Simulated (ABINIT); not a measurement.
A run of ABINIT 10.8.3 (patched build) is set up as follows.

The input run.abi:

```
# Pseudopotentials
pp_dirpath "./"
pseudos "Au.GGA_PBE-JTH.xml, Cu.GGA_PBE-JTH.xml"

# Structure
structure "poscar:POSCAR"
natom 2

# Plane-wave basis
ecut 26.0
pawecutdg 48.0
pawxcdev 0

# k points
kptopt 1
ngkpt 11 11 11
nshiftk 1
shiftk 0.0 0.0 0.0

# Exchange and correlation
ixc 11

# Bands and occupations
nband 19
occopt 3
tsmear 0.00183747

# SCF cycle
nstep 100
tolvrs 1.0e-9

# Output
iomode 3
prtwf 0
prteig 0
prtebands 0
enunit 1
prtden 1
prtvha 1
prtvclmb 1
prtpot 1
```

POSCAR

```
CuAu
1.0
    1.4430568479      0.8331492596      4.2561707609
   -1.4430568479      0.8331492596      4.2561707609
    0.0000000000     -1.6662985192      4.2561707609
Au Cu
1 1
Direct
    0.0000000000      0.0000000000      0.0000000000  Au
    0.5000000000      0.5000000000      0.5000000000  Cu
```

Potentials or basis: JTH PAW PBE v2.0.

The run is started by

```bash
$ abinit run.abi > log 2>&1
```

Task: Estimate the band gap on the k mesh.

Result: None (metal or under the smearing width).

Task: Predict the pressure.

Result: -0.2 GPa.

Stress tensor (GPa, compression positive):
```
-0.80  0.00  0.00
 0.00 -0.80  0.00
 0.00  0.00  0.90
```

Spin-orbit coupling is left out, which matters for the levels of Au.
